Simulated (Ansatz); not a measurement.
**SiNi3 in Ansatz: the effect of functional**

SiNi3:

```xyz
4
Lattice="3.4941 0.0000 0.0000 0.0000 3.4941 0.0000 0.0000 0.0000 3.4941" Properties=species:S:1:pos:R:3 pbc="T T T"
Ni    1.7471    1.7471    0.0000
Ni    1.7471    0.0000    1.7471
Ni    0.0000    1.7471    1.7471
Si    0.0000    0.0000    0.0000
```

The cell isn't the ideal one: volume scaled by 0.96.

Alike in all runs:

- Program: Ansatz 0.2.0
- Task: single point
- Potentials or basis: Ansatz PAW
- k mesh: 8 × 8 × 8
- Occupations: fermi-dirac, width 0.05 eV
- Spin: collinear spin, ferromagnetic start
- Starting moments: [1.0, 1.0, 1.0, 0.0] μB

Question: One run gave: pressure -13.0 GPa; moment 0.00 μB. Which functional did it use?
A. LDA
B. r2SCAN
C. PBEsol

Answer: A.

```tsv
functional	cutoff	pressure (GPa)	moment (μB)
LDA	420 eV (not typed: the program's choice for these potentials)	-13.0	0.00
PBEsol	420 eV (not typed: the program's choice for these potentials)	-6.4	0.00
r2SCAN	500 eV (not typed: the program's choice for these potentials)	-5.7	0.14
```

Caveats: the PAW data sets come from PBE, with cores solved anew for the run's functional, which leaves a small shift of forces and pressure; the starting moments weren't kept; the magnetic or orbital state may not be the lowest (some runs).
